**Q:** This crystal of nitrogen atoms is stretched along one cube axis and squeezed by the same fraction along another. The strain goes up to 6 %, yet the energy hardly moves. Is that a very soft solid or a broken calculation?

Fcc crystal of N atoms (4 per cell, a = 5.849 Å, 50.03 Å³ per atom) under strain +e along x and −e along y, fractional coordinates fixed. Ansatz 0.2.0, collinear-spin PBEsol, scalar-relativistic plane-wave PAW, cutoff 420 eV, Gamma-centred 4×4×4 k mesh, Gaussian smearing 0.05 eV. Free energies are relative to the unstrained cell; pressure is positive in compression.

```tsv
strain	energy change (meV/atom)	tensile stress along pattern (GPa)	pressure (GPa)	total moment (Bohr magneton a cell)	gap on mesh (eV)
-0.06	0.1	-0.02	0.06	12	3.325
-0.045	0.0	-0.01	0.05	12	3.328
-0.03	0.0	-0.01	0.05	12	3.332
-0.015	-0.1	0.00	0.05	12	3.335
0	0.0	0.00	0.05	12	3.337
0.015	-0.1	0.00	0.05	12	3.335
0.03	0.0	0.01	0.05	12	3.332
0.045	0.0	0.01	0.05	12	3.328
0.0525	0.1	0.01	0.05	12	3.327
0.06	0.1	0.02	0.06	12	3.325
```

**A:** Look first at what is being strained. Neighbouring atoms sit about 4.1 Å apart, whereas the two atoms of an N₂ molecule are roughly 1.1 Å apart. The crystal therefore consists of separate atoms, and the strain only shifts them slightly against each other. Real solid nitrogen is built of molecules and lies lower by roughly 5 eV per atom, a recalled figure, so none of these numbers should be used as a property of the real material.

**Q:** Why don't the atoms pair up, if that would gain so much energy?

**A:** In this scan the atoms keep their relative places in the cell, so no two of them can approach each other as a pair. Their spins are also unsuited to bonding. The total moment of 12 Bohr magnetons, shared by four equivalent atoms, gives three parallel spins on each, as in a free nitrogen atom with its half-filled 2p shell.

An ordinary electron-pair bond has two electrons of opposite spin in the same bonding orbital. If all the spins are parallel, the electrons of two neighbours must fill the antibonding combination as well as the bonding one, and the gain is cancelled. What remains in this calculation is a weak force where the outer tails of the atoms overlap. The moment is the same in every row, so the strain never takes the crystal out of this state. Whether an arrangement with antiparallel spins on neighbouring atoms would lie lower was not tested.

**Q:** How soft is it, then, in terms I could compare with an engineering material?

**A:** Use the stress. The column "tensile stress along pattern" is, for positive strain, the tensile stress on the stretched axis less that on the squeezed one. Before rounding it is positive at every positive strain, which means that the crystal pulls back towards the cube. For small strain $e$ this difference is $2Ce$, where $C=C_{11}-C_{12}$ is the stiffness against this change of shape.

The slope of the unrounded stresses over all rows gives $C\approx0.13$ GPa. For common metals such as copper or aluminium the same quantity is some tens of GPa. Weak overlap forces explain such a low value, but the figure itself is uncertain even for this imagined crystal, because PBEsol lacks the long-range dispersion attraction that matters between well-separated atoms.

**Q:** Could I have found that stiffness from the printed stresses?

**A:** From one row only coarsely, but two rows together do quite well. The printed 0.02 GPa at the largest strain stands for anything between 0.015 and 0.025 GPa. Divided by $2\times0.06$, that allows a stiffness from about 0.13 to 0.21 GPa. The row at 0.0525 still prints 0.01 GPa, so its stress is below 0.015 GPa. Divided by $2\times0.0525$, that puts the stiffness below about 0.14 GPa. If stress is proportional to strain, only the narrow range from 0.13 to 0.14 GPa is left. The unrounded stresses show how nearly this proportion holds: taken one strain at a time, they give values between 0.124 and 0.130 GPa. The negative strains add no independent support, since they are the same deformation with the two axes exchanged.

**Q:** Does this stiffness also account for the energy?

**A:** Not alone, because the undisturbed cell still carries a pressure of 0.05 GPa. Stretching one edge by the factor $1+e$ and shortening another by $1-e$ changes the volume by the factor $1-e^2$. The strain thus compresses the crystal slightly, and work has to be done against the pressure $P$. In a stiff metal this would be negligible, but here $P$ is more than a third of $C$.

Per unit volume, the energy rises with strain at the rate $2Ce+2Pe$. The first part comes from the stress difference and the second from the loss of volume. Adding up this work from zero strain gives, for a volume $V$ per atom,

$$\Delta E=V\,(C+P)\,e^2 .$$

At $e=0.06$ the bracket is $0.128+0.05=0.178$ GPa and $e^2=0.0036$. One GPa Å³ is about 6.2 meV, so the volume of 50.03 Å³ turns one GPa into about 310 meV. The product is 0.20 meV per atom, and more than a quarter of it is work against the pressure.

**Q:** But the table prints 0.1 meV there, and at a strain of 0.015 the energy even goes down. Is the cube unstable?

**A:** The stresses speak against that. At a strain of 0.015 the printed 0.00 GPa hides a small positive value: the stresses still pull the crystal back, which they would not do if it were sliding into a lower valley. The unrounded energies show where the trouble lies: in every strained row they fall short of the estimate by a similar amount, 0.05 to 0.08 meV per atom. A common shortfall points to the one energy from which all the others are subtracted, that of the unstrained cell.

This can be tested without using that energy. A parabola with a free constant, fitted to the five positive strains only, puts the unstrained cell 0.06 meV per atom too high. With the pressure part removed, its curvature gives a stiffness of 0.12 GPa, close to the value from the stresses. If the parabola is forced through the unstrained point instead, the stiffness drops to 0.05 GPa. The output below shows both results, and also that the row at 0.03 fits the parabola least well.

**Q:** Where does such an offset come from, and what should I do about it in my own scans?

**A:** Its cause was not tested. One possibility is that the perfect cube, with its higher symmetry, was treated numerically in a slightly different way from the strained cells. For most purposes 0.06 meV per atom would be harmless. It does damage here because the whole elastic energy is only about three times as large.

For a solid this soft, take the stiffness from unrounded stresses and include any pressure left in the starting cell when you turn it into an energy. Check that pressure at a higher cutoff, since an incomplete plane-wave basis can shift it. Then fit the energies of the strained cells with a free constant. If the two values of the stiffness agree only once the unstrained point is left out, suspect that point before you believe in a new valley.

Output of the analysis:

```
moment per atom (Bohr magneton): 3
neighbour distance at zero strain (angstrom): 4.136
shortest distance at largest strain (angstrom): 4.014
fall of the gap from zero to largest strain (meV): 12
C11-C12 from all unrounded stresses (GPa): 0.128
lowest single-row C11-C12 (GPa): 0.1241
highest single-row C11-C12 (GPa): 0.1295
lower C11-C12 allowed by the rounded stress at largest strain (GPa): 0.125
upper C11-C12 allowed by the rounded stress at largest strain (GPa): 0.2083
volume loss at largest strain (percent): 0.36
energy at largest strain from the stress difference (meV/atom): 0.1438
energy at largest strain from residual pressure (meV/atom): 0.05562
fit of emev on 5 rows (strain > 0): constant -0.0628 +/- 0.011, coefficient of esq 53.51 +/- 4.7; rms 0.01, worst 0.03 -0.0175, leave-one-out rms 0.0178
  rows outside the fit (model, value, miss): -0.06 0.1298, 0.1328, -0.003; -0.045 0.04555, 0.04363, 0.00192; -0.03 -0.01464, 0.002886, -0.0175; -0.015 -0.05076, -0.06206, 0.0113; 0.0 -0.0628, 0, -0.0628
zero-strain energy above the parabola of strained rows (meV/atom): 0.0628
C11-C12 from energies with free constant, pressure term removed (GPa): 0.1219
C11-C12 from energies forced through the zero row, pressure term removed (GPa): 0.0481
Energy from stress against computed energy:
     row  computed meV/atom  from stress meV/atom  difference meV/atom
   -0.06             0.1328                0.1995              0.06664
  -0.045            0.04363                0.1122              0.06857
   -0.03           0.002886               0.04987              0.04698
  -0.015           -0.06206               0.01247              0.07453
     0.0                  0                     0                    0
   0.015           -0.06206               0.01247              0.07453
    0.03           0.002886               0.04987              0.04698
   0.045            0.04363                0.1122              0.06857
  0.0525            0.07738                0.1527              0.07534
    0.06             0.1328                0.1995              0.06664
```
